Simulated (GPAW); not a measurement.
Write an ASE script for GPAW 26.7.0 that does the following.

```
Task                : optical spectrum
Functional          : PBE
Potentials or basis : GPAW PAW data sets (gpaw-data 1.2.1)
Cutoff              : 400 eV
Basis               : pw
k mesh              : 9 × 9 × 9
Occupations         : fermi-dirac, width 0.05 eV
Spin                : no spin polarisation
Eta                 : 0.1 eV
Response ecut       : 50 eV
Scissors            : 0 eV
Kernel              : RPA
Maxiter             : 150
Response k mesh     : 29 × 29 × 29
Domega0             : 0.05 eV
Omega2              : 10 eV
Response bands      : 18
Directions          : ["x"]
Intraband           : yes
```

Pt:

```
Pt
1.0
     0.00000    1.94774    1.94774
     1.94774    0.00000    1.94774
     1.94774    1.94774    0.00000
Pt
1
Direct
  0.00000 0.00000 0.00000
```

The input as run:

run.py

```python
from ase import Atoms
from ase.dft.bandgap import bandgap
from ase.io import write
from gpaw import GPAW, PW
from gpaw.response.df import DielectricFunction

atoms = Atoms(['Pt'],
              cell=[[0.0, 1.9477392008, 1.9477392008],
                    [1.9477392008, 0.0, 1.9477392008],
                    [1.9477392008, 1.9477392008, 0.0]],
              scaled_positions=[[0.0, 0.0, 0.0]],
              pbc=True)

calc = GPAW(mode=PW(400),
            xc='PBE',
            kpts={'size': (9, 9, 9), 'gamma': True},
            occupations={'name': 'fermi-dirac', 'width': 0.05},
            nbands=17,
            convergence={'density': 1e-06},
            maxiter=150,
            txt='gpaw.txt')
atoms.calc = calc
energy = atoms.get_potential_energy()
calc.write('gs.gpw')
write('result.traj', atoms)
print(f'Energy: {energy:.6f} eV')
print('Fermi level:', round(calc.get_fermi_level(), 4), 'eV')
print(f'Gap: {bandgap(calc)[0]:.4f} eV, direct: {bandgap(calc, direct=True)[0]:.4f} eV')

dense = calc.fixed_density(kpts={'size': (29, 29, 29), 'gamma': True},
                           nbands=24, convergence={'bands': 18, 'eigenstates': 1e-7},
                           update_fermi_level=True, txt='dense.txt')
dense.write('dense.gpw', mode='all')

df = DielectricFunction('dense.gpw', frequencies={'type': 'nonlinear', 'domega0': 0.05, 'omega2': 10},
                        eta=0.1, ecut=50, nbands=18, rate='eta', txt='df.txt')
for direction in ['x']:
    df.get_dielectric_function(xc='RPA', direction=direction, filename=f'df_{direction}.csv')
```

Potentials or basis: GPAW PAW data sets (gpaw-data 1.2.1), pw.

Run with:

```console
$ OMP_NUM_THREADS=1 python run.py
```

It gave:

```yaml
Band_gap_on_the_k_mesh: none (metal or under the smearing width)
```

Caveat: the intraband term hangs on this k mesh; the long-wavelength limit can be off by several per cent where d states take part; independent-particle spectra lack excitons.

It took 86 s on 1 thread of Arm Neoverse V2, on a shared host, peak memory 0.35 GiB.
